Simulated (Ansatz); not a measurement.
Computed with DFT PBE, scalar-relativistic, plane waves, PAW (Ansatz 0.2.0). Settings: cutoff 420 eV, Γ-centred meshes spaced at most about 0.3 Å⁻¹, and about 0.25 Å⁻¹ or finer for metals (2π included), Gaussian smearing. No spin polarisation in the final relaxations.

Temperature and zero-point effects are left out.

Two relaxed structures of P:

A.

```
P
1.0
     5.19400    0.00000    0.00000
     0.00000    5.19400    0.00000
     0.00000    0.00000    4.62846
P
6
Direct
  0.14685 0.35315 0.25000
  0.85315 0.64685 0.25000
  0.35315 0.85315 0.75000
  0.64685 0.14685 0.75000
  0.50000 0.50000 0.00000
  0.00000 0.00000 0.50000
```

B.

```
P
1.0
     3.46884    0.00000    0.00000
    -1.73442    3.00410    0.00000
     0.00000    0.00000   14.22229
P
9
Direct
  0.50000 0.50000 0.05454
  0.50000 0.00000 0.72121
  0.00000 0.50000 0.38787
  0.50000 0.50000 0.61213
  0.50000 0.00000 0.27879
  0.00000 0.50000 0.94546
  0.00000 0.00000 0.50000
  0.00000 0.00000 0.16667
  0.00000 0.00000 0.83333
```

Question: Which is lower in energy, and by how much?

Answer: B is lower, by 140 meV/atom. A has space group P-4n2 (No. 118), 20.8 Å³/atom and no gap on its mesh; B has space group P6_222 (No. 180), 16.5 Å³/atom and no gap. Counting all near atoms (those within 1.25 times the shortest such distance or 1.15 times the sum of covalent radii; a slash parts the counts of unlike sites), A has P 3/4 and B has P 4. The denser one is the lower, and pressure would at first widen the difference. Both come from invented guesses. A third cell relaxed alike, in P6_3/mmc, lies 0.35 eV/atom below the lower of the two. The part of the Crystallography Open Database at hand lists P in space groups No. 2, 13, 64, 123; no cell shown has one of them.

Cells relaxed within their symmetry can be saddle points.
